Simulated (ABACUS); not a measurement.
Crystal: GaSb.

```
Sb Ga
1.0
     0.00000    3.05900    3.05900
     3.05900    0.00000    3.05900
     3.05900    3.05900    0.00000
Sb Ga
1 1
Direct
  0.75000 0.75000 0.75000
  0.00000 0.00000 0.00000
```

```yaml
Program: ABACUS 3.10.1
Task: relaxation of cell and atoms
Functional: BP86
Potentials_or_basis: PseudoDojo NC SR 0.5 PBE stringent
Cutoff: 1551 eV
Density_cutoff: 6204 eV
Basis: plane waves
k_mesh: 6 × 6 × 6
Occupations: fermi-dirac, width 0.05 eV
Spin: no spin polarisation
```

At the start: pressure 2.7 GPa; volume 28.62 Å³/atom.

**Question.** How do energy, volume and symmetry change on relaxing?

**Answer.** Over 3 steps the energy falls by 13.0 meV/atom and the volume is 30.18 Å³/atom (+5.4 %); space group F-43m (No. 216, to 0.05 Å).

The path:
| step | energy change (eV) | largest force (eV/Å) | pressure (GPa) | volume (Å³) |
| --- | --- | --- | --- | --- |
| 1 | 0.0000 | 0.0000 | 2.74 | 57.25 |
| 2 | -0.0225 | 0.0000 | -0.94 | 61.56 |
| 3 | -0.0260 | 0.0000 | 0.00 | 60.37 |

Final structure:
```xyz
2
Lattice="0.0000 3.1135 3.1135 3.1135 0.0000 3.1135 3.1135 3.1135 0.0000" Properties=species:S:1:pos:R:3 pbc="T T T"
Sb    4.6703    4.6703    4.6703
Ga    0.0000    0.0000    0.0000
```

Caveat: the potentials were made for another functional, which shifts forces and pressure.
